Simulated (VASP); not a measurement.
# P4 in VASP: further runs, part 2 of 2

VASP 6.6.1. The steps go on from the part before.

**5. Relaxation of the atoms, PBE+D3(BJ)**

The input, INCAR:

```
SYSTEM = P
PREC = Accurate
ENCUT = 520
EDIFF = 1E-7
ISMEAR = 0
SIGMA = 0.02
LREAL = .False.
LASPH = .True.
NELM = 100
ALGO = Normal
ISIF = 2
LWAVE = .False.
LCHARG = .False.
GGA = PE
IVDW = 12
IBRION = 2
NSW = 90
EDIFFG = -0.005
ISYM = 0
```

The input, KPOINTS:

```
regular mesh
0
Gamma
  1 1 1
  0 0 0
```

The input, POSCAR:

```
P
1.0
   12.0000000000      0.0000000000      0.0000000000
    0.0000000000     12.5000000000      0.0000000000
    0.0000000000      0.0000000000     13.0000000000
P
4
Direct
    0.5651130000      0.5625080000      0.5601040000
    0.5651130000      0.4374920000      0.4398960000
    0.4348870000      0.5625080000      0.4398960000
    0.4348870000      0.4374920000      0.5601040000
```

Potentials or basis: VASP PAW PBE potentials, release 64 (P).

Launch:

```bash
$ cat potpaw_PBE.64/P/POTCAR > POTCAR
$ mpirun -np 1 vasp_std > vasp.out
```

OUTCAR:

```text
SYSTEM = P
   PREC = Accurate
   ENCUT = 520
   EDIFF = 1E-7
   ISMEAR = 0
   LREAL = .False.
   LASPH = .True.
   NELM = 100
   ISIF = 2
   GGA = PE
   IVDW = 12
   IBRION = 2
   NSW = 90
   EDIFFG = -0.005
   ISYM = 0
 IVDW          = 12

 ion  position               nearest neighbor table
   1  0.565  0.563  0.560-   2 2.21   4 2.21   3 2.21
   2  0.565  0.437  0.440-   1 2.21   3 2.21   4 2.21
   3  0.435  0.563  0.440-   4 2.21   2 2.21   1 2.21
   4  0.435  0.437  0.560-   3 2.21   1 2.21   2 2.21

IMPORTANT INFORMATION: All symmetrisations will be switched off!
NOSYMM: (Re-)initialisation of all symmetry stuff for point group C_1.

----------------------------------------------------------------------------------------

                                     Primitive cell

  volume of cell :    1950.0000

  direct lattice vectors                    reciprocal lattice vectors
    12.000000000  0.000000000  0.000000000     0.083333333  0.000000000  0.000000000
     0.000000000 12.500000000  0.000000000     0.000000000  0.080000000  0.000000000
     0.000000000  0.000000000 13.000000000     0.000000000  0.000000000  0.076923077

  length of vectors
    12.000000000 12.500000000 13.000000000     0.083333333  0.080000000  0.076923077

  position of ions in fractional coordinates (direct lattice)
     0.565113000  0.562508000  0.560104000
     0.565113000  0.437492000  0.439896000
     0.434887000  0.562508000  0.439896000
     0.434887000  0.437492000  0.560104000

  ion indices of the primitive-cell ions
   primitive index   ion index
                 1           1
                 2           2
                 3           3
                 4           4

----------------------------------------------------------------------------------------

 KPOINTS: regular mesh

Automatic generation of k-mesh.
 Grid dimensions read from file:
 generate k-points for:    1    1    1

 Generating k-lattice:

  Cartesian coordinates                     Fractional coordinates (reciprocal lattice)
     0.083333333  0.000000000  0.000000000     1.000000000  0.000000000  0.000000000
     0.000000000  0.080000000  0.000000000     0.000000000  1.000000000  0.000000000
     0.000000000  0.000000000  0.076923077     0.000000000  0.000000000  1.000000000

  Length of vectors
     0.083333333  0.080000000  0.076923077

  Shift w.r.t. Gamma in fractional coordinates (k-lattice)
     0.000000000  0.000000000  0.000000000

 Subroutine IBZKPT returns following result:
 ===========================================

 Found      1 irreducible k-points:

 Following reciprocal coordinates:
            Coordinates               Weight
  0.000000  0.000000  0.000000      1.000000
   k-points           NKPTS =      1   k-points in BZ     NKDIM =      1   number of bands    NBANDS=     14
   number of dos      NEDOS =    301   number of ions     NIONS =      4
   total plane-waves  NPLWV = 846720
   dimension x,y,z NGX =    90 NGY =   96 NGZ =   98
   dimension x,y,z NGXF=   180 NGYF=  192 NGZF=  196
   ions per type =               4
   NGX,Y,Z   is equivalent  to a cutoff of  12.47, 12.77, 12.53 a.u.
   NGXF,Y,Z  is equivalent  to a cutoff of  24.94, 25.54, 25.06 a.u.
 SYSTEM =  P
   PREC   = accura    normal or accurate (medium, high low for compatibility)
   ISTART =      0    job   : 0-new  1-cont  2-samecut
   ICHARG =      2    charge: 1-file 2-atom 10-const
   ISPIN  =      1    spin polarized calculation?
   LNONCOLLINEAR =      F non collinear calculations
   LSORBIT =      F    spin-orbit coupling
   LASPH  =      T    aspherical Exc in radial PAW
   ENCUT  =  520.0 eV  38.22 Ry    6.18 a.u.  22.31 23.24 24.17*2*pi/ulx,y,z
   NELM   =    100;   NELMIN=  2; NELMDL= -5     # of ELM steps
   EDIFF  = 0.1E-06   stopping-criterion for ELM
   LREAL  =      F    real-space projection
   EDIFFG = -.5E-02   stopping-criterion for IOM
   NSW    =     90    number of steps for IOM
   IBRION =      2    ionic relax: 0-MD 1-quasi-New 2-CG
   NFREE  =      1    steps in history (QN), initial steepest desc. (CG)
   ISIF   =      2    stress and relaxation
   ISYM   =      0    0-nonsym 1-usesym 2-fastsym
   POTIM  = 0.5000    time-step for ionic-motion
   TEBEG  =    0.0;   TEEND  =   0.0 temperature during run
   PSTRESS=    0.0 pullay stress
   NELECT =      20.0000    total number of electrons
   NUPDOWN=      -1.0000    fix difference up-down
   EMIN   =  10.00;   EMAX   =-10.00  energy-range for DOS
   EFERMI =   0.00;   METHOD = LEGACY
   ISMEAR =     0;   SIGMA  =   0.02  broadening in eV -4-tet -1-fermi 0-gaus
   EFERMI_NEDOS =   21; number of points for ismear=-14 and -15
   IALGO  =     38    algorithm
   IMIX   =      4    mixing-type and parameters
     AMIX     =   0.40;   BMIX     =  1.00
     AMIX_MAG =   1.60;   BMIX_MAG =  1.00
  volume/ion in A,a.u.               =     487.50      3289.81
  Fermi-wavevector in a.u.,A,eV,Ry     =   0.355691  0.672159  1.721359  0.126516
  Thomas-Fermi vector in A             =   1.271717
   LORBIT       =      0    0 simple, 1 ext, 2 COOP (PROOUT), +10 PAW based schemes
   GGA     = PE    functional components
   LHFCALC =     F    Hartree Fock is set to
   AEXX    =    0.0000 exact exchange contribution
   IVDW    =    12    specifies the selected vdW correction
   LEPSILON=     F    determine dielectric tensor
   LRPA    =     F    only Hartree local field effects (RPA)
 conjugate gradient relaxation of ions
 non-spin polarized calculation
 Gauss-broadening in eV      SIGMA  =   0.02
  energy-cutoff  :      520.00
  volume of cell :     1950.00
 maximum number of plane-waves:     52487
 NGX is ok and might be reduce to    90
   NGX = 45   NGY = 47   NGZ = 49

--------------------------------------- Ionic step        1  -------------------------------------------

 number of electron      20.0000001 magnetization

 Free energy of the ion-electron system (eV)
  ---------------------------------------------------
  ext. energy  EPLUGINS =         0.00000000
  ---------------------------------------------------
  free energy    TOTEN  =       -21.01088043 eV

  energy without entropy =      -21.01088043  energy(sigma->0) =      -21.01088043

------------------------ aborting loop because EDIFF is reached ----------------------------------------

 Edisp (eV)   -0.21759

 E8    (eV) :    -0.0935

  FORCE on cell =-STRESS in cart. coord.  units (eV):
  Direction    XX          YY          ZZ          XY          YZ          ZX
  --------------------------------------------------------------------------------------
  -------------------------------------------------------------------------------------
  Total      -0.41733    -0.41570    -0.41532    -0.00000    -0.00000    -0.00000
  in kB      -0.34289    -0.34155    -0.34124    -0.00000    -0.00000    -0.00000
  external pressure =       -0.34 kB  Pullay stress =        0.00 kB
[... 65 lines left out ...]
  energy  without entropy=      -21.2286176073  energy(sigma->0) =      -21.22861761

--------------------------------------- Ionic step        3  -------------------------------------------

 number of electron      20.0000002 magnetization

 Free energy of the ion-electron system (eV)
  ---------------------------------------------------
  ext. energy  EPLUGINS =         0.00000000
  ---------------------------------------------------
  free energy    TOTEN  =       -21.01317671 eV

  energy without entropy =      -21.01317671  energy(sigma->0) =      -21.01317671

 E-fermi :  -6.0402     XC(G=0):  -0.8563

 val. band max:       -6.1784146095   @ k =   0.0000   0.0000   0.0000
 cond. band min:      -1.2407086469   @ k =   0.0000   0.0000   0.0000
 fundamental gap:      4.9377059627
 Fermi energy:        -6.0402350291

 k-point     1 :       0.0000    0.0000    0.0000
  band No.  band energies     occupation
      1     -19.7155      2.00000
      2     -13.0121      2.00000
      3     -13.0121      2.00000
      4     -13.0121      2.00000
      5      -8.3139      2.00000
      6      -6.9941      2.00000
      7      -6.9941      2.00000
      8      -6.9941      2.00000
      9      -6.1784      2.00000
     10      -6.1784      2.00000
     11      -1.2407      0.00000
     12      -1.2405      0.00000
     13      -1.2402      0.00000
     14      -1.1129      0.00000
[... 33 lines left out ...]
  FREE ENERGIE OF THE ION-ELECTRON SYSTEM (eV)
  ---------------------------------------------------
  free  energy   TOTEN  =       -21.2308547291 eV

  energy  without entropy=      -21.2308547291  energy(sigma->0) =      -21.23085473

 reached required accuracy - stopping structural energy minimisation
```

OSZICAR:

```text
N       E                     dE             d eps       ncg     rms          rms(c)
DAV:   1     0.104197782479E+03    0.10420E+03   -0.45587E+03    36   0.767E+02
DAV:   2     0.647302452251E+00   -0.10355E+03   -0.10322E+03    56   0.120E+02
DAV:   3    -0.210657029761E+02   -0.21713E+02   -0.21618E+02    34   0.608E+01
[... 46 lines left out ...]
DAV:   5    -0.210131711173E+02   -0.50091E-05   -0.44171E-05    40   0.392E-02    0.176E-02
DAV:   6    -0.210131706811E+02    0.43624E-06   -0.40355E-06    40   0.138E-02    0.429E-03
DAV:   7    -0.210131733865E+02   -0.27054E-05   -0.11317E-06    40   0.547E-03    0.244E-03
DAV:   8    -0.210131766370E+02   -0.32505E-05   -0.50209E-07    40   0.396E-03    0.806E-04
DAV:   9    -0.210131767055E+02   -0.68495E-07   -0.31105E-08    32   0.119E-03
   3 F= -.21230855E+02 E0= -.21230855E+02  d E =-.238711E-02
```

It took 5.6 min on 1 thread of Intel Xeon Platinum 8559C (Emerald Rapids), shared host; peak memory 1.4 GiB.

What came out:

```
Free energy                     : -21.2309 eV
Energy gained by relaxing       : 0.6 meV/atom
Ionic steps                     : 3
Gap between the frontier levels : 4.94 eV
Dispersion energy per atom      : -0.054 eV
```

The path:
| step | energy change (eV) | largest force (eV/Å) | pressure (GPa) |
| --- | --- | --- | --- |
| 1 | 0.0000 | 0.2191 | -0.03 |
| 2 | -0.0001 | 0.2189 | 0.03 |
| 3 | -0.0024 | 0.0013 | 0.00 |

Final structure:
```
P
1.0
    12.00000    0.00000    0.00000
     0.00000   12.50000    0.00000
     0.00000    0.00000   13.00000
P
4
Cartesian
  6.7782 7.0282 7.2782
  6.7782 5.4718 5.7218
  5.2218 7.0282 5.7218
  5.2218 5.4718 7.2782
```

Expect the measured gap to be larger: semilocal functionals such as PBE lack the derivative discontinuity.

**6. Overview**

| level | potentials or basis | gap on the mesh (eV) |
| --- | --- | --- |
| PBEsol | VASP PAW PBE potentials, release 64 (P) | 4.99 |
| LDA | VASP PAW LDA potentials, release 64 (P) | 5.02 |
| PBE | VASP PAW PBE potentials, release 64 (P) | 4.94 |
| PBE+D3(BJ) | VASP PAW PBE potentials, release 64 (P) | 4.94 |

Alike in all rows: task relaxation of the atoms; no spin polarisation; cell atoms relaxed; k mesh 1 × 1 × 1; cutoff (eV) 520; smearing gaussian 0.02 eV.

Caveats: the PAW data sets were made with another functional, which shifts forces and pressure a little (some runs).

Absolute energies hang on the potentials; compare differences alone.
